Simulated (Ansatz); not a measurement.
How far is this ZnS from the hull?

Method: Ansatz 0.2.0, DFT PBE, scalar-relativistic, plane waves, PAW. All cells share a 420 eV cutoff and Γ-centred k meshes spaced at most about 0.3 Å⁻¹ (about 0.25 or finer for metals, 2π included). No spin polarisation.

Formation energies are uncorrected and refer to the elements' standard structures at the same level.

All energies are static (0 K, no zero-point motion). Weakly bound directions are ill-defined at this level, which has no dispersion term (Cmmm), and this can change margins and order among such cells. The reference form of S is held partly by dispersion forces, which this level lacks.

The competitors are the elements and 1 reference phase of this chemical system (from databases or known types: ZnS), relaxed at the same level; other known phases may be missing.

The candidate was reached from: CsRb type (Cmmm).

```cif
data_structure
_symmetry_space_group_name_H-M 'Cmmm'
_symmetry_Int_Tables_number 65
_cell_length_a 3.4036
_cell_length_b 8.9684
_cell_length_c 3.3873
_cell_angle_alpha 90.000
_cell_angle_beta 90.000
_cell_angle_gamma 90.000
_cell_volume 103.40
loop_
_atom_site_label
_atom_site_type_symbol
_atom_site_symmetry_multiplicity
_atom_site_Wyckoff_symbol
_atom_site_fract_x
_atom_site_fract_y
_atom_site_fract_z
_atom_site_occupancy
Zn1 Zn 2 c 0.50000 0.00000 0.50000 1
S1 S 2 a 0.00000 0.00000 0.00000 1
```

Problem. Is it stable, and against what?

Solution. Not the lowest form: another structure of the same formula lies lower. Its formation energy is -0.261 eV/atom. The lowest competing phase at this composition is this:

```json
{"phase": "ZnS", "space group": "F-43m (No. 216)", "source": "COD", "share of atoms": "1.0000", "ΔE_f (eV/atom)": "-0.822"}
```

The candidate lies 0.56 eV/atom above this phase. The candidate matches no cell in the subsets of the Crystallography Open Database and the Materials Project at hand. The margin is far too high for a likely synthesis.
